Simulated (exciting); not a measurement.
Crystal: Pb.

```
Pb
1.0
    -1.97966    1.97966    1.97966
     1.97966   -1.97966    1.97966
     1.97966    1.97966   -1.97966
Pb
1
Direct
  0.00000 0.00000 0.00000
```

This isn't the form of Pb at room conditions, which is fcc.

```yaml
Program: exciting (release sodium)
Task: single point
Functional: PBEsol
Potentials_or_basis: all-electron LAPW+lo, shipped species files, valence relativity iora*
rgkmax: 9
k_mesh: 9 × 9 × 9
Occupations: fermi-dirac, width 0.05 eV
Spin: no spin polarisation
gmaxvr_cutoff_of_density_and_potential: 14 1/bohr
lmaxapw_and_lmaxmat: 10
lmaxvr: 8
nempty: 8
Valence_relativity: iora*
epsengy: 1e-05 Ha
epspot: 1e-05 Ha
maxscl: 60
Muffin-tin_radii: Pb 2.3 bohr
```

On this cell: band gap on the k mesh none (metal or under the smearing width).

The same run follows on a disturbed copy (cell strained at random at fixed volume):

```
Pb
1.0
    -2.06690    2.05040    2.08125
     1.99925   -1.93748    1.90067
     1.99103    1.86160   -1.96833
Pb
1
Direct
  0.00466 0.99633 0.00314
```

Problem. What does the disturbed cell give?

Solution. The energy (extrapolated to zero smearing) moves by +4.0 meV/atom; band gap on the k mesh none (metal or under the smearing width).

Caveats: the free energy is that total less TS from the occupations.
